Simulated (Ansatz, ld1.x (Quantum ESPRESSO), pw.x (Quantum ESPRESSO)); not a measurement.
# pw.x on fcc In: one setting changed

Potential: ultrasoft, ld1.x (Quantum ESPRESSO) 7.5, PBE; core [Kr] 4d10, reference 5s2 5p1; waves: 5s (bound): rcut 1.80, rcutus 2.40 bohr; 5s channel at 0.8 Ry: rcut 1.80, rcutus 2.40 bohr; 5p (bound): rcut 2.75, rcutus 3.35 bohr; 5p channel at 0.15 Ry: rcut 2.75, rcutus 3.35 bohr; 5d channel at 0.3 Ry: rcut 2.90, rcutus 3.28 bohr; 5d channel at 1.3 Ry: rcut 2.90, rcutus 3.28 bohr; local part: all-electron potential smoothed inside 2.90 bohr (lloc = -1); core correction: a·sin(br)/r model core inside 1.85 bohr; augmentation: PSQ, inside the norm-conserving radii.

The reference run (k-mesh 12³, cutoffs 40/320 Ry, Fermi–Dirac 0.01 Ry, mixing_beta 0.4, conv_thr 1e-9, no spin) gives -0.09 GPa at 27.754 Å³/atom, where all-electron LAPW gives -0.32 GPa. This run, with its own iteration cap, changes mixing_beta to 0.7.

```
&control
  calculation='scf', prefix='x', pseudo_dir='./', outdir='./tmp', tstress=.true., disk_io='none'
/
&system
  ibrav=0, nat=1, ntyp=1, ecutwfc=40, ecutrho=320, nbnd=8,
  occupations='smearing', smearing='fd', degauss=0.01
/
&electrons
  conv_thr=1e-09, mixing_beta=0.7, electron_maxstep=60
/
ATOMIC_SPECIES
In 1.0 In.UPF
CELL_PARAMETERS angstrom
  0.00000000 2.40306322 2.40306322
  2.40306322 0.00000000 2.40306322
  2.40306322 2.40306322 0.00000000
ATOMIC_POSITIONS crystal
In 0.0000 0.0000 0.0000
K_POINTS automatic
12 12 12 0 0 0
```

```bash
pw.x < In.scf.in > In.scf.out
```

How does the run end?

It converges in 5 iterations; the free energy moves by +0.0 meV/atom and the pressure by +0.00 GPa. The result is that of the reference run.

```
Message from routine setup:
     using ibrav=0 with symmetry is DISCOURAGED, use correct ibrav instead
     lattice parameter (alat)  =       6.4221  a.u.
     unit-cell volume          =     187.2933 (a.u.)^3
     number of electrons       =         3.00
     number of Kohn-Sham states=            8
     kinetic-energy cutoff     =      40.0000  Ry
     charge density cutoff     =     320.0000  Ry
     scf convergence threshold =      1.0E-09
     Exchange-correlation= PBE
     number of k points=    72  Fermi-Dirac smearing, width (Ry)=  0.0100
     iteration #  1     ecut=    40.00 Ry     beta= 0.70
     total energy              =      -8.95413650 Ry
     estimated scf accuracy    <       0.00196586 Ry
     iteration #  2     ecut=    40.00 Ry     beta= 0.70
     total energy              =      -8.95416616 Ry
     estimated scf accuracy    <       0.00013233 Ry
     iteration #  3     ecut=    40.00 Ry     beta= 0.70
     total energy              =      -8.95417100 Ry
     estimated scf accuracy    <       0.00000041 Ry
     iteration #  4     ecut=    40.00 Ry     beta= 0.70
     total energy              =      -8.95417106 Ry
     estimated scf accuracy    <          5.5E-09 Ry
     iteration #  5     ecut=    40.00 Ry     beta= 0.70
     the Fermi energy is     4.3986 ev
!    total energy              =      -8.95417106 Ry
     estimated scf accuracy    <          3.6E-11 Ry
     smearing contrib. (-TS)   =      -0.00221873 Ry
     The total energy is F=E-TS. E is the sum of the following terms:
     one-electron contribution =       2.31834038 Ry
     hartree contribution      =       0.01819885 Ry
     xc contribution           =      -6.74515693 Ry
     ewald contribution        =      -4.54333464 Ry
     convergence has been achieved in   5 iterations
          total   stress  (Ry/bohr**3)                   (kbar)     P=       -0.92
     Message from routine punch:
     Nothing written, as per user request (disk_io='none')
```

The run took about 5.4 s on one core of a shared host (Neoverse-V1, 32 threads, 247 GiB, load 25).
